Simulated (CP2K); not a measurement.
SiC (Moissanite):

```
Si C
1.0
     3.07600    0.00000    0.00000
    -1.53800    2.66389    0.00000
     0.00000    0.00000    5.04800
Si C
2 2
Direct
  0.66667 0.33333 0.50000
  0.33333 0.66667 0.00000
  0.66667 0.33333 0.88500
  0.33333 0.66667 0.38500
```

Program: CP2K 2026.2. Alike in all runs: task band structure; no spin polarisation; cell as given; k mesh 10 × 10 × 5.

**Question.** Order these runs on this cell by their pressure, lowest first.
A. level PBE; potentials or basis POTENTIAL_UZH Si GTH-PBE-q4, C GTH-PBE-q4; TZVP-MOLOPT-PBE-GTH basis; smearing fermi-dirac 0.01 eV; NGRIDS 5; points a segment of the path (NPOINTS) 8; bands added on the path 6; CUTOFF of the grids 450 Ry
B. level r2SCAN; potentials or basis POTENTIAL_UZH Si GTH-SCAN-q4, C GTH-SCAN-q4; TZVP-MOLOPT-SCAN-GTH basis; smearing fermi-dirac 0.0259 eV; NGRIDS 4; points a segment of the path (NPOINTS) 8; bands added on the path 6; CUTOFF of the grids 675 Ry
C. level LDA; potentials or basis GTH_POTENTIALS Si GTH-PADE-q4, C GTH-PADE-q4; TZVP-MOLOPT-PBE-GTH basis; smearing fermi-dirac 0.1 eV; NGRIDS 5; points a segment of the path (NPOINTS) 10; bands added on the path 4; CUTOFF of the grids 450 Ry

**Answer.** C (-4.8 GPa), B (-0.5 GPa), A (3.2 GPa).

Caveats: the basis of atomic orbitals isn't converged, which shifts pressures, moduli and gaps.

Not every run made on this cell is shown here.
